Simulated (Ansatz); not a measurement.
**Rh under changes of volume**

One of the cells (14.302 Å³/atom); the others are scaled copies at fixed shape and fractional positions:

```
Rh
1.0
     2.73098    0.00000    0.00000
    -1.36549    2.36510    0.00000
     0.00000    0.00000    4.42849
Rh
2
Direct
  0.33333 0.66667 0.25000
  0.66667 0.33333 0.75000
```

This isn't the form of Rh at room conditions, which is fcc.

* Program: Ansatz 0.2.0
* Functional: PBE
* Potentials or basis: all-electron LAPW, scalar-relativistic
* Cutoff: 290 eV (chosen from the basis error)
* Basis error allowed: 0.0005 eV/atom
* k mesh: 11 × 11 × 6
* Occupations: fermi-dirac, width 0.05 eV
* Spin: no spin polarisation

```tsv
volume (Å³/atom)	energy over the lowest point (meV/atom)	pressure (GPa)
13.444	25.84	13.7
13.730	7.49	7.2
14.016	0.00	1.5
14.302	2.09	-3.5
14.588	?	?
14.874	30.64	-11.8
15.160	55.19	-15.3
```

Task: What does the run at 14.588 Å³/atom give?

Result: Energy over the lowest point 12.64 meV/atom; pressure -7.9 GPa.

Worked out: A Birch-Murnaghan fit of order 3 (a polynomial in V^(-2/3)) to the other rows has its minimum at 14.09 Å³/atom with B0 = V·E''(V) = 256 GPa and B' = 5.2 at fixed shape and positions, which overstates the stiffness. It gives 12.64 meV/atom at 14.588 Å³/atom, against the run's 12.64, and -dE/dV = -8.1 GPa, against -7.9.

Energies are extrapolated to zero smearing.
